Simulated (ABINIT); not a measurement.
A run of ABINIT 10.8.3 (patched build) is set up as follows.

Contents of run.abi:

```
# Pseudopotentials
pp_dirpath "./"
pseudos "P.upf, B.upf"

# Structure
acell 3.208850573 3.208850573 3.208850573 Angstrom
rprim
     0.0000000000     0.7071067812     0.7071067812
     0.7071067812     0.0000000000     0.7071067812
     0.7071067812     0.7071067812     0.0000000000
ntypat 2
znucl 15 5
natom 2
typat 1 2
chkprim 0
chksymtnons 0
tolsym 1.0e-6
xred
            3/4            3/4            3/4
            0.0            0.0            0.0

# Plane-wave basis
ecut 1034.032677 eV
ecutsm 0.5

# k points
kptopt 1
ngkpt 8 8 8
nshiftk 1
shiftk 0.0 0.0 0.0

# Exchange and correlation
ixc 11

# Bands and occupations
nband 8
occopt 3
tsmear 0.00183747

# SCF cycle
nstep 80
tolvrs 1.0e-12

# Output
iomode 3
prteig 0
prtebands 0
prtwf 0
prtden 0

# Relaxation
ionmov 2
optcell 2
ntime 50
tolmxf 2.0e-5
dilatmx 1.08
```

Potentials or basis: PseudoDojo NC SR PBE v0.4.1 standard.

The run is started by

```bash
$ abinit run.abi > log 2>&1
```

Task: What does it give for the space group after relaxing (to 0.05 Å)?

Result: F-43m (No. 216).

Task: Predict the relaxed cell.

Result: a = 3.216 Å, b = 3.216 Å, c = 3.216 Å, α = 60.00°, β = 60.00°, γ = 60.00°.

Final structure:
```
CELL_PARAMETERS angstrom
0.00000 2.27377 2.27377
2.27377 0.00000 2.27377
2.27377 2.27377 0.00000
ATOMIC_POSITIONS crystal
P 0.75000 0.75000 0.75000
B 0.00000 0.00000 0.00000
```

PBE usually gives volumes a little too large and moduli too small. Zero-point motion and thermal expansion aren't in these numbers.
